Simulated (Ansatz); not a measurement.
The system is TaN.

```
Ta N
1.0
     2.92177    0.00000    0.00000
    -1.46088    2.53033    0.00000
     0.00000    0.00000    5.91652
Ta N
2 2
Direct
  0.00000 0.00000 0.50000
  0.00000 0.00000 0.00000
  0.33333 0.66667 0.25000
  0.66667 0.33333 0.75000
```

The cell comes from a database or a generator and needn't be the stable form of this composition.

* Program: Ansatz 0.2.0
* Task: relaxation of cell and atoms
* Functional: revPBE
* Dispersion: D4
* Potentials or basis: Ansatz PAW
* Cutoff: 420 eV (not typed: the program's choice for these potentials)
* k mesh: 10 × 10 × 5
* Occupations: fermi-dirac, width 0.05 eV
* Spin: no spin polarisation

At the start: volume 10.94 Å³/atom.

Where does the relaxation end?

It ends after 7 steps and the volume is 10.70 Å³/atom (-2.1 %); space group P6_3/mmc (No. 194, to 0.05 Å).

Step by step:
```tsv
step	energy change (eV)	largest force (eV/Å)	volume (Å³)
1	0.0000	0.0000	43.74
2	-0.0063	0.0000	42.21
3	-0.0221	0.0000	42.82
4	-0.0223	0.0000	42.83
5	-0.0202	0.0000	42.83
6	-0.0202	0.0000	42.81
7	-0.0202	0.0000	42.81
```

Final structure:
```
Ta N
1.0
     2.89961    0.00000    0.00000
    -1.44981    2.51114    0.00000
     0.00000    0.00000    5.87995
Ta N
2 2
Direct
  0.00000 0.00000 0.50000
  0.00000 0.00000 0.00000
  0.33333 0.66667 0.25000
  0.66667 0.33333 0.75000
```

Caveat: the plane-wave basis is chosen anew once the cell has moved, so the energies of steps on either side of that aren't comparable; the pressure holds a Pulay correction of +0.4 GPa for the finite cutoff; pairwise dispersion overbinds metals, which lowers pressure and volume; the PAW data sets come from PBE, with cores solved anew for the run's functional, which leaves a small shift of forces and pressure.
